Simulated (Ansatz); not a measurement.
`FC(F)(F)CC(Cl)Cl` + H₂ → `CC(Cl)Cl` + `FC(F)F` at 400 K and 1 bar (hydrogenolysis of a C–C bond).

Isolated molecules relaxed with PBE0-D4/def2-TZVP in Ansatz; ΔE leaves out vibrations. CCSD(T)/CBS adds triple-zeta CCSD(T) − MP2 to the extrapolated MP2 energy (def2 sets, frozen cores). This one scheme is used for every species. Each species was taken in one conformer, which may not be the lowest.

```csv
species,CCSD(T)/CBS energy (Eh),H − E (kJ/mol),S (J/(mol·K))
`FC(F)(F)CC(Cl)Cl`,-1334.90413,203.4,425.3
H₂,-1.17544,38.0,139.0
`CC(Cl)Cl`,-998.07052,174.5,327.1
`FC(F)F`,-338.02896,84.0,275.7
```

H − E and S are ideal-gas, rigid-rotor, harmonic terms from PBE0-D4/def2-TZVP, for one conformer and one mirror image of each species. For small species the MP2-based limit differs from directly extrapolated CCSD(T) by up to some mEh (0.8 for H₂); such offsets cancel only in part. 1 Eh = 2625.50 kJ/mol, R = 8.31446 J/(mol·K).

Task: By hand: ΔE, ΔH, ΔS and ΔG.

Result: ΔE = (-998.07052) + (-338.02896) − (-1334.90413) − (-1.17544) = -0.01991 Eh = -52.3 kJ/mol. Δ(H − E) = 174.5 + 84.0 − 203.4 − 38.0 = 17.1, so ΔH = -35.2 kJ/mol. ΔS = 327.1 + 275.7 − 425.3 − 139.0 = 38.5 J/(mol·K). ΔG = -35.2 − 400 × (38.5)/1000 = -50.6 kJ/mol.

Task: By hand: the equilibrium constant, and the temperature at which ΔG would vanish if ΔH and ΔS stayed fixed.

Result: log₁₀ K = −ΔG/(RT ln 10) = 6.6. ΔH and −TΔS have one sign here, so there is no such temperature.

TΔS isn't small against ΔH here. A doubt of 5 kJ/mol in ΔE shifts log₁₀ K by 0.7 here. Other conformers and mirror images would add mixing entropy, several J/(mol·K) or more a flexible species. Modes under 60 cm⁻¹, often nearly free rotors, make the harmonic entropy too high. These are equilibria of isolated gas molecules and say nothing of rates. Largest T1 diagnostic: 0.012 (customary marks: 0.02 for closed shells, 0.045 for open ones).
